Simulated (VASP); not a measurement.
CdSe, 2 atoms in the cell. It takes space group I-4m2 (No. 119, tetragonal). Conventional cell: a = 4.278 Å, b = 4.278 Å, c = 6.325 Å, α = 90.00°, β = 90.00°, γ = 90.00°. Cd (site symmetry -4m2) has 4 Se at 2.66 Å as nearest neighbours. Se (site symmetry -4m2) is surrounded by 4 Cd at 2.66 Å. Measurements of this composition are mostly on another form, of space group No. 186. The cell isn't the ideal one: z stretched by +3 % at fixed volume, PAW files.

- Program: VASP 6.6.1
- Task: electric field gradients
- Functional: PBE
- Potentials or basis: VASP PAW PBE potentials, release 64 (Cd, Se)
- Cutoff: 520 eV
- k mesh: 8 × 8 × 8
- Occupations: fermi-dirac, width 0.03 eV
- Spin: no spin polarisation
- Dipole correction: no
- Further INCAR settings: ALGO = Normal; EDIFF = 1e-08; NBANDS = 16

Potentials or basis: VASP PAW PBE potentials, release 64 (Cd, Se).

The run is started by

```bash
$ cat potpaw_PBE.64/Cd/POTCAR potpaw_PBE.64/Se/POTCAR > POTCAR
$ mpirun -np 1 vasp_std > vasp.out
```

Hardware: 1 thread of Intel(R) Xeon(R) 6975P-C (Granite Rapids) (shared host).

Task: Estimate the wall time of this run.

Result: Wall time 24 s on 1 thread of Intel(R) Xeon(R) 6975P-C (Granite Rapids) (shared host), peak memory 0.23 GiB. Counts: scf iterations 16, k points 59.
